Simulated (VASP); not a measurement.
A run of VASP 6.6.1 is set up as follows.

The input INCAR:

```
SYSTEM = CdTe
ALGO = Normal
EDIFF = 1E-6
ENCUT = 520
GGA = PE
ISIF = 2
ISMEAR = -1
LASPH = .True.
LCHARG = .False.
LREAL = .False.
LWAVE = .False.
NBANDS = 16
NELM = 80
PREC = Accurate
SIGMA = 0.02
```

KPOINTS

```
k-points
0
Gamma
  6 6 6
  0 0 0
```

The input POSCAR:

```
CdTe
1.0
    0.0000000000      3.3090599595      3.3090599595
    3.3090599595      0.0000000000      3.3090599595
    3.3090599595      3.3090599595      0.0000000000
Cd Te
1 1
Direct
    0.0000000000      0.0000000000      0.0000000000
    0.2500000000      0.2500000000      0.2500000000
```

Potentials or basis: VASP PAW PBE potentials, release 64 (Cd, Te).

Command:

```console
$ cat potpaw_PBE.64/Cd/POTCAR potpaw_PBE.64/Te/POTCAR > POTCAR
$ mpirun -np 1 vasp_std > vasp.out
```

Task: Predict the pressure.

Result: 0.1 GPa.

Task: What does it give for the band gap on the k mesh?

Result: 0.58 eV, direct.

Caveat: spin-orbit coupling is left out, which moves the levels of the heavy elements.

**Measured values to compare with.**

A printed reference work, data compilation reports, for a bulk crystal of CdTe at 0 K: band gap 1.607 eV.

Against the measured gap of CdTe, 1.607 eV (0 K; a printed reference work, data compilation), the calculated 0.58 eV is off by -1.03 eV. So large a miss can be the level of theory's own, or it may mean another phase, state or a wrong row. Spin-orbit coupling on Cd, Te is left out. The value is that of PBE, without temperature or zero-point motion. Semilocal functionals fall short of measured gaps as a rule.
